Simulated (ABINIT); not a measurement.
# SnO2 (Fm-3m) in ABINIT: reference runs

How does SnO2 come out in PBE? The cell is run as given.

Program: ABINIT 10.8.3 (patched build). These are calculated values, not measurements. Logs are shortened: lines on timing, memory, paths and dates and some standing lists are left out, and cuts for length are marked. The log counts tension as positive stress, the text compression.

## 1. The structure

It takes space group Fm-3m (No. 225, cubic). The conventional cell has a = 5.148 Å, b = 5.148 Å, c = 5.148 Å, α = 90.00°, β = 90.00°, γ = 90.00°. Sn (site symmetry m-3m) is surrounded by 8 O at 2.23 Å. O (site symmetry -43m) is surrounded by 4 Sn at 2.23 Å.

Measurements of this composition are mostly on another form, of space group No. 136.

## 2. Single point, PBE

The input, run.abi:

```
# Pseudopotentials
pp_dirpath "./"
pseudos "Sn.GGA_PBE-JTH.xml, O.GGA_PBE-JTH.xml"

# Structure
acell 3*1.0
rprim
     0.0000000000     4.8644385037     4.8644385037
     4.8644385037     0.0000000000     4.8644385037
     4.8644385037     4.8644385037     0.0000000000
ntypat 2
znucl 50 8
natom 3
typat 1 2 2
xcart
     0.0000000000     0.0000000000     0.0000000000
     7.2966577556     7.2966577556     7.2966577556
     2.4322192519     2.4322192519     2.4322192519

# Plane-wave basis
ecut 625.861884 eV
pawecutdg 45.0
pawxcdev 0

# k points
kptopt 1
ngkpt 9 9 9
nshiftk 1
shiftk 0.0 0.0 0.0

# Exchange and correlation
ixc 11

# Bands and occupations
nband 17
occopt 3
tsmear 0.05 eV

# SCF cycle
nstep 100
tolvrs 1.0e-9

# Output
iomode 3
prtwf 0
prtden 0
prteig 0
prtebands 0
enunit 2
```

Potentials or basis: JTH PAW PBE v2.0.

On the command line:

```bash
$ abinit run.abi > log 2>&1
```

run.abo:

```text
.Version 10.8.3 of ABINIT
 Symmetries : space group Fm -3 m (#225); Bravais cF (face-center cubic)
================================================================================
 Values of the parameters that define the memory need of the present run
     intxc =       0    ionmov =       0      iscf =      17    lmnmax =      18
     lnmax =       6     mgfft =      30  mpssoang =       3    mqgrid =    3001
     natom =       3  nloc_mem =       2    nspden =       1   nspinor =       1
    nsppol =       1      nsym =      48    n1xccc =       1    ntypat =       2
    occopt =       3   xclevel =       2
       mpw =        1230          nfft =       27000          nkpt =          35
 PAW method is used; the additional fine FFT grid is defined by:
   mgfftf=        45    nfftf =     91125
================================================================================
================================================================================

--------------------------------------------------------------------------------
------------- Echo of variables that govern the present computation ------------
--------------------------------------------------------------------------------
 -outvars: echo values of preprocessed input variables --------
            acell      1.0000000000E+00  1.0000000000E+00  1.0000000000E+00 Bohr
              amu      1.18710000E+02  1.59994000E+01
             ecut      2.30000000E+01 Hartree
           enunit           2
              ixc          11
         kptrlatt        9    0    0      0    9    0      0    0    9
          kptrlen      6.19141941E+01
            natom           3
            nband          17
            ngfft          30      30      30
          ngfftdg          45      45      45
             nkpt          35
            nstep         100
             nsym          48
           ntypat           2
           occopt           3
        pawecutdg      4.50000000E+01 Hartree
         pawxcdev           0
           prtden           0
        prtebands           0
           prteig           0
            prtwf           0
            rprim      0.0000000000E+00  4.8644385037E+00  4.8644385037E+00
                       4.8644385037E+00  0.0000000000E+00  4.8644385037E+00
                       4.8644385037E+00  4.8644385037E+00  0.0000000000E+00
          spgroup         225
           tolvrs      1.00000000E-09
           tsmear      1.83746611E-03 Hartree
            typat      1  2  2
           useylm           1
           xangst      0.0000000000E+00  0.0000000000E+00  0.0000000000E+00
                       3.8612249974E+00  3.8612249974E+00  3.8612249974E+00
                       1.2870749991E+00  1.2870749991E+00  1.2870749991E+00
            xcart      0.0000000000E+00  0.0000000000E+00  0.0000000000E+00
                       7.2966577555E+00  7.2966577555E+00  7.2966577555E+00
                       2.4322192518E+00  2.4322192518E+00  2.4322192518E+00
             xred      0.0000000000E+00  0.0000000000E+00  0.0000000000E+00
                       7.5000000000E-01  7.5000000000E-01  7.5000000000E-01
                       2.5000000000E-01  2.5000000000E-01  2.5000000000E-01
            znucl       50.00000    8.00000

================================================================================

 chkinp: Checking input parameters for consistency.

================================================================================
== DATASET  1 ==================================================================

--- !DatasetInfo
iteration_state: {dtset: 1, }
dimensions: {natom: 3, nkpt: 35, mband: 17, nsppol: 1, nspinor: 1, nspden: 1, mpw: 1230, }
cutoff_energies: {ecut:  23.0, pawecutdg:  45.0, }
electrons: {nelect:   2.60000000E+01, charge:   0.00000000E+00, occopt:   3.00000000E+00, tsmear:   1.83746611E-03, }
meta: {optdriver: 0, ionmov: 0, optcell: 0, iscf: 17, paral_kgb: 0, }
...

 Exchange-correlation functional for the present dataset will be:
  GGA: Perdew-Burke-Ernzerhof functional - ixc=11
  J.P.Perdew, K.Burke, M.Ernzerhof, PRL 77, 3865 (1996)

 Real(R)+Recip(G) space primitive vectors, cartesian coordinates (Bohr,Bohr^-1):
 R(1)=  0.0000000  4.8644385  4.8644385  G(1)= -0.1027868  0.1027868  0.1027868
 R(2)=  4.8644385  0.0000000  4.8644385  G(2)=  0.1027868 -0.1027868  0.1027868
 R(3)=  4.8644385  4.8644385  0.0000000  G(3)=  0.1027868  0.1027868 -0.1027868
 Unit cell volume ucvol=  2.3021210E+02 bohr^3
 Angles (23,13,12)=  6.00000000E+01  6.00000000E+01  6.00000000E+01 degrees

 Coarse grid specifications (used for wave-functions):

 getcut: wavevector=  0.0000  0.0000  0.0000  ngfft=  30  30  30
         ecut(hartree)=     23.000   => boxcut(ratio)=   2.02221

 Fine grid specifications (used for densities):

 getcut: wavevector=  0.0000  0.0000  0.0000  ngfft=  45  45  45
         ecut(hartree)=     45.000   => boxcut(ratio)=   2.11804

--- Pseudopotential description ------------------------------------------------
- pspini: atom type   1  psp file is ./Sn.GGA_PBE-JTH.xml
 Pseudopotential format is: paw10
 basis_size (lnmax)=  6 (lmn_size= 18), orbitals=   0   0   1   1   2   2
 Spheres core radius: rc_sph= 2.51086398
 Shapefunction is BESSEL type: shapef(r,l)=aa(1,l)*jl(q(1,l)*r)+aa(2,l)*jl(q(2,l)*r)
 Radius for shape functions =  1.40702157
 Compensation charge density is not taken into account in XC energy/potential

- pspini: atom type   2  psp file is ./O.GGA_PBE-JTH.xml
 Pseudopotential format is: paw10
 basis_size (lnmax)=  4 (lmn_size=  8), orbitals=   0   0   1   1
 Spheres core radius: rc_sph= 1.41465230
 Shapefunction is SIN type: shapef(r)=[sin(pi*r/rshp)/(pi*r/rshp)]**2
 Radius for shape functions =  1.20231231
 Compensation charge density is not taken into account in XC energy/potential

   9.07533010E+02                                ecore*ucvol(ha*bohr**3)
--------------------------------------------------------------------------------

================================================================================

--- !BeginCycle
iteration_state: {dtset: 1, }
solver: {iscf: 17, nstep: 100, nline: 4, wfoptalg: 10, }
tolerances: {tolvrs: 1.00E-09, }
...

     iter   Etot(hartree)      deltaE(h)  residm     nres2
 ETOT  1  -101.93044250539    -1.019E+02 4.132E-01 4.598E+01
 ETOT  2  -102.02343468725    -9.299E-02 2.605E-02 1.584E+01
 ETOT  3  -102.00987534410     1.356E-02 5.661E-03 9.868E-01
 ETOT  4  -102.00997192869    -9.658E-05 6.353E-03 2.514E-02
 ETOT  5  -102.01001156547    -3.964E-05 6.758E-03 2.820E-03
 ETOT  6  -102.01004222976    -3.066E-05 3.721E-03 1.499E-04
 ETOT  7  -102.01004437942    -2.150E-06 2.112E-03 3.290E-05
 ETOT  8  -102.01004473903    -3.596E-07 1.334E-03 8.940E-06
 ETOT  9  -102.01004473727     1.758E-09 5.900E-04 3.278E-08
 ETOT 10  -102.01004473741    -1.415E-10 9.818E-04 7.214E-09
 ETOT 11  -102.01004473742    -5.400E-12 3.705E-04 1.489E-10

 At SCF step   11       nres2   =  1.49E-10 < tolvrs=  1.00E-09 =>converged.

 Cartesian components of stress tensor (hartree/bohr^3)
  sigma(1 1)=  4.39097328E-05  sigma(3 2)=  0.00000000E+00
  sigma(2 2)=  4.39097328E-05  sigma(3 1)=  0.00000000E+00
  sigma(3 3)=  4.39097328E-05  sigma(2 1)=  0.00000000E+00

--- !ResultsGS
iteration_state: {dtset: 1, }
comment   : Summary of ground state results
lattice_vectors:
- [  0.0000000,   4.8644385,   4.8644385, ]
- [  4.8644385,   0.0000000,   4.8644385, ]
- [  4.8644385,   4.8644385,   0.0000000, ]
lattice_lengths: [   6.87935,    6.87935,    6.87935, ]
lattice_angles: [ 60.000,  60.000,  60.000, ] # degrees, (23, 13, 12)
lattice_volume:   2.3021210E+02
convergence: {deltae: -5.400E-12, res2:  1.489E-10, residm:  3.705E-04, diffor: null, }
etotal    :  -1.02010045E+02
entropy   :   0.00000000E+00
fermie    :   2.39227754E-01
cartesian_stress_tensor: # hartree/bohr^3
- [  4.39097328E-05,   0.00000000E+00,   0.00000000E+00, ]
- [  0.00000000E+00,   4.39097328E-05,   0.00000000E+00, ]
- [  0.00000000E+00,   0.00000000E+00,   4.39097328E-05, ]
pressure_GPa:  -1.2919E+00
xred      :
- [  0.0000E+00,   0.0000E+00,   0.0000E+00, Sn]
- [  7.5000E-01,   7.5000E-01,   7.5000E-01,  O]
- [  2.5000E-01,   2.5000E-01,   2.5000E-01,  O]
cartesian_forces: # hartree/bohr
- [  5.76600726E-31,  -5.76600726E-31,   1.72980218E-30, ]
- [ -2.01810254E-30,  -1.44150182E-30,   8.64901089E-31, ]
- [  1.44150182E-30,   2.01810254E-30,  -2.59470327E-30, ]
force_length_stats: {min:   1.91236826E-30, max:   3.58931058E-30, mean:   2.70940672E-30, }
...

 Integrated electronic density in atomic spheres:
 ------------------------------------------------
 Atom  Sphere_radius  Integrated_density
    1        2.51086         11.82595765
    2        1.41465          4.56724999
    3        1.41465          4.56724999

================================================================================

 ----iterations are completed or convergence reached----

 Mean square residual over all n,k,spin=   15.327E-07; max=  37.054E-05
 reduced coordinates (array xred) for    3 atoms
       0.000000000000      0.000000000000      0.000000000000
       0.750000000000      0.750000000000      0.750000000000
       0.250000000000      0.250000000000      0.250000000000
 rms dE/dt=  1.1900E-29; max dE/dt=  1.6829E-29; dE/dt below (all hartree)
    1       0.000000000000      0.000000000000      0.000000000000
    2       0.000000000000      0.000000000000      0.000000000000
    3       0.000000000000      0.000000000000     -0.000000000000

 cartesian coordinates (angstrom) at end:
    1      0.00000000000000     0.00000000000000     0.00000000000000
    2      3.86122499737619     3.86122499737619     3.86122499737619
    3      1.28707499912540     1.28707499912540     1.28707499912540

 cartesian forces (hartree/bohr) at end:
    1      0.00000000000000    -0.00000000000000     0.00000000000000
    2     -0.00000000000000    -0.00000000000000     0.00000000000000
    3      0.00000000000000     0.00000000000000    -0.00000000000000
 frms,max,avg= 1.6137955E-30 2.5947033E-30   0.000E+00  0.000E+00  0.000E+00 h/b

 cartesian forces (eV/Angstrom) at end:
    1      0.00000000000000    -0.00000000000000     0.00000000000000
    2     -0.00000000000000    -0.00000000000000     0.00000000000000
    3      0.00000000000000     0.00000000000000    -0.00000000000000
 frms,max,avg= 8.2984699E-29 1.3342501E-28   0.000E+00  0.000E+00  0.000E+00 e/A
 length scales=  1.000000000000  1.000000000000  1.000000000000 bohr
              =  0.529177210544  0.529177210544  0.529177210544 angstroms
 Fermi (or HOMO) energy (hartree) =   0.23923   Average Vxc (hartree)=  -0.42393
 Eigenvalues (hartree) for nkpt=  35  k points:
 kpt#   1, nband= 17, wtk=  0.00137, kpt=  0.0000  0.0000  0.0000 (reduced coord)
  -0.52153   -0.52153   -0.52153   -0.51727   -0.51727   -0.47481   -0.34318    0.13283
   0.13283    0.13283    0.18619    0.18619    0.18619    0.22750    0.49055    0.49055
   0.49055
      occupation numbers for kpt#   1
   2.00000    2.00000    2.00000    2.00000    2.00000    2.00000    2.00000    2.00000
   2.00000    2.00000    2.00000    2.00000    2.00000    1.99662    0.00000    0.00000
   0.00000
 prteigrs : prtvol=0 or 1, do not print more k-points.

 Fermi (or HOMO) energy (eV) =   6.50972   Average Vxc (eV)= -11.53562
 Eigenvalues (   eV  ) for nkpt=  35  k points:
 kpt#   1, nband= 17, wtk=  0.00137, kpt=  0.0000  0.0000  0.0000 (reduced coord)
 -14.19163  -14.19163  -14.19163  -14.07565  -14.07565  -12.92020   -9.33846    3.61459
   3.61459    3.61459    5.06637    5.06637    5.06637    6.19063   13.34852   13.34852
  13.34852
 prteigrs : prtvol=0 or 1, do not print more k-points.

--- !EnergyTerms
iteration_state     : {dtset: 1, }
comment             : Components of total free energy in Hartree
kinetic             :  2.71248679932631E+01
hartree             :  2.91279437566931E+01
xc                  : -1.27338605501105E+01
Ewald energy        : -8.10296136081119E+01
psp_core            :  3.94216032379715E+00
local_psp           : -8.62921570187104E+01
PAW spherical_terms :  1.78506435138072E+01
internal            : -1.02010015589372E+02
'-kT*entropy'       : -2.86572257430020E-05
total_energy        : -1.02010044246598E+02
total_energy_eV     : -2.77583471496379E+03
...

--- !EnergyTermsDC
iteration_state     : {dtset: 1, }
comment             : '"Double-counting" decomposition of free energy'
band_energy         : -5.33913317682511E+00
Ewald energy        : -8.10296136081119E+01
psp_core            :  3.94216032379715E+00
xc_dc               : -2.96585453399409E+01
PAW spherical_terms :  1.00751157208904E+01
internal            : -1.02010016080190E+02
'-kT*entropy'       : -2.86572257430020E-05
total_energy_dc     : -1.02010044737416E+02
total_energy_dc_eV  : -2.77583472831963E+03
...

--- !EnergyTermsWithPAWCore
iteration_state     : {dtset: 1, }
comment             : 'Components of total free energy, including PAW core contributions'
Total energy        : -6.32785902096936E+03
Total energy DC     : -6.32785902146018E+03
Total energy (eV)   : -1.72189815929713E+05
Total energy DC (eV): -1.72189815943068E+05
...

 Cartesian components of stress tensor (hartree/bohr^3)
  sigma(1 1)=  4.39097328E-05  sigma(3 2)=  0.00000000E+00
  sigma(2 2)=  4.39097328E-05  sigma(3 1)=  0.00000000E+00
  sigma(3 3)=  4.39097328E-05  sigma(2 1)=  0.00000000E+00

-Cartesian components of stress tensor (GPa)         [Pressure= -1.2919E+00 GPa]
- sigma(1 1)=  1.29186894E+00  sigma(3 2)=  0.00000000E+00
- sigma(2 2)=  1.29186894E+00  sigma(3 1)=  0.00000000E+00
- sigma(3 3)=  1.29186894E+00  sigma(2 1)=  0.00000000E+00

== END DATASET(S) ==============================================================
================================================================================

 -outvars: echo values of variables after computation  --------
            acell      1.0000000000E+00  1.0000000000E+00  1.0000000000E+00 Bohr
           etotal     -1.0201004474E+02
            fcart      5.7660072627E-31 -5.7660072627E-31  1.7298021788E-30
                      -2.0181025419E-30 -1.4415018157E-30  8.6490108940E-31
                       1.4415018157E-30  2.0181025419E-30 -2.5947032682E-30
            rprim      0.0000000000E+00  4.8644385037E+00  4.8644385037E+00
                       4.8644385037E+00  0.0000000000E+00  4.8644385037E+00
                       4.8644385037E+00  4.8644385037E+00  0.0000000000E+00
           strten      4.3909732846E-05  4.3909732846E-05  4.3909732846E-05
                       0.0000000000E+00  0.0000000000E+00  0.0000000000E+00
           xangst      0.0000000000E+00  0.0000000000E+00  0.0000000000E+00
                       3.8612249974E+00  3.8612249974E+00  3.8612249974E+00
                       1.2870749991E+00  1.2870749991E+00  1.2870749991E+00
             xred      0.0000000000E+00  0.0000000000E+00  0.0000000000E+00
                       7.5000000000E-01  7.5000000000E-01  7.5000000000E-01
                       2.5000000000E-01  2.5000000000E-01  2.5000000000E-01
 Calculation completed.
```

Wall time 22 s (1 thread of Arm Neoverse V2, shared host); peak memory 0.12 GiB.

Results:

* Free energy: -2775.8347 eV
* Pressure: -1.3 GPa
* Band gap on the k mesh: none (metal or under the smearing width)
* Valence electrons inside the program's atomic spheres: Sn 11.83; O 4.57
